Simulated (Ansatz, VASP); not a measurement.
AlN: VASP beside Ansatz

```
CELL_PARAMETERS angstrom
6.26042 0.00000 -5.01804
-3.13021 -5.42168 -5.01804
-3.13021 5.42168 -5.01804
ATOMIC_POSITIONS crystal
Al 0.16692 0.33359 0.00026
Al 0.33359 0.50026 0.66692
Al 0.00026 0.16692 0.33359
Al 0.83359 0.50026 0.16692
Al 0.50026 0.16692 0.83359
Al 0.66692 0.33359 0.50026
Al 0.33359 0.00026 0.16692
Al 0.00026 0.66692 0.83359
Al 0.16692 0.83359 0.50026
Al 0.66692 0.83359 0.00026
Al 0.83359 0.00026 0.66692
Al 0.50026 0.66692 0.33359
Al 0.83359 0.16692 0.00026
Al 0.00026 0.33359 0.66692
Al 0.66692 0.00026 0.33359
Al 0.50026 0.33359 0.16692
Al 0.16692 0.00026 0.83359
Al 0.33359 0.16692 0.50026
Al 0.00026 0.83359 0.16692
Al 0.66692 0.50026 0.83359
Al 0.83359 0.66692 0.50026
Al 0.33359 0.66692 0.00026
Al 0.50026 0.83359 0.66692
Al 0.16692 0.50026 0.33359
N 0.03974 0.20641 0.87308
N 0.20641 0.37308 0.53974
N 0.87308 0.03974 0.20641
N 0.70641 0.37308 0.03974
N 0.37308 0.03974 0.70641
N 0.53974 0.20641 0.37308
N 0.20641 0.87308 0.03974
N 0.87308 0.53974 0.70641
N 0.03974 0.70641 0.37308
N 0.53974 0.70641 0.87308
N 0.70641 0.87308 0.53974
N 0.37308 0.53974 0.20641
N 0.03974 0.37308 0.20641
N 0.20641 0.53974 0.87308
N 0.87308 0.20641 0.53974
N 0.70641 0.53974 0.37308
N 0.37308 0.20641 0.03974
N 0.53974 0.37308 0.70641
N 0.20641 0.03974 0.37308
N 0.87308 0.70641 0.03974
N 0.03974 0.87308 0.70641
N 0.53974 0.87308 0.20641
N 0.70641 0.03974 0.87308
N 0.37308 0.70641 0.53974
```

Alike in both runs: task single point; functional PBE; k mesh 3 × 3 × 3; occupations gaussian, width 0.01 eV; no spin polarisation.

|  | VASP | Ansatz |
| --- | --- | --- |
| version | VASP 6.6.1 | Ansatz 0.2.0 |
| potentials or method | VASP PAW PBE potentials, release 64 (Al, N) | scalar-relativistic, plane waves, PAW |
| plane-wave cutoff (eV) | 520 | 420 |
| valence electrons in the cell | 192 | 192 |

VASP gave:

```
gap on the k mesh at the Fermi level (eV)       : 4.04
least direct gap on the mesh (eV)               : 4.04
pressure (GPa)                                  : -0.2
largest component of the traceless stress (GPa) : 0.06
```

Problem. Which values does Ansatz return?

Solution. gap on the k mesh at the Fermi level (eV): 4.03; least direct gap on the mesh (eV): 4.03; pressure (GPa): 0.0; largest component of the traceless stress (GPa): 0.00.
